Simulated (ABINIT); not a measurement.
Input of an ABINIT 10.8.3 (patched build) run:

The input run.abi:

```
# Pseudopotentials
pp_dirpath "./"
pseudos "Pb.upf, Se.upf"

# Structure
acell 8.1795146323 8.1795146323 8.1795146323
rprim
     0.0000000000     0.7071067812     0.7071067812
     0.7071067812     0.0000000000     0.7071067812
     0.7071067812     0.7071067812     0.0000000000
ntypat 2
znucl 82 34
natom 2
typat 1 2
chkprim 0
chksymtnons 0
tolsym 1.0e-6
xred
            0.0            0.0            0.0
            1/2            1/2            1/2

# Plane-wave basis
ecut 43.0
ecutsm 0.5

# k points
kptopt 1
ngkpt 6 6 6
nshiftk 1
shiftk 0.0 0.0 0.0

# Exchange and correlation
ixc 11

# Bands and occupations
nband 19
occopt 3
tsmear 0.05 eV

# SCF cycle
nstep 80
tolvrs 1.0e-12

# Output
iomode 3
prteig 0
prtebands 0
prtwf 0
prtden 0

# Relaxation
ionmov 22
optcell 2
ntime 50
tolmxf 2.0e-5
dilatmx 1.08
```

Potentials or basis: PseudoDojo NC SR PBE v0.4.1 standard.

Run with:

```bash
$ abinit run.abi > log 2>&1
```

(1) What does it give for the space group after relaxing (to 0.05 Å)?

(2) Estimate the relaxed cell.

Answers

(1) Fm-3m (No. 225).

(2) a = 4.395 Å, b = 4.395 Å, c = 4.395 Å, α = 60.00°, β = 60.00°, γ = 60.00°.

The cell as given is a measured one (28.67 Å³/atom); PBE puts the equilibrium volume +4.7 % from it, thermal expansion not counted.
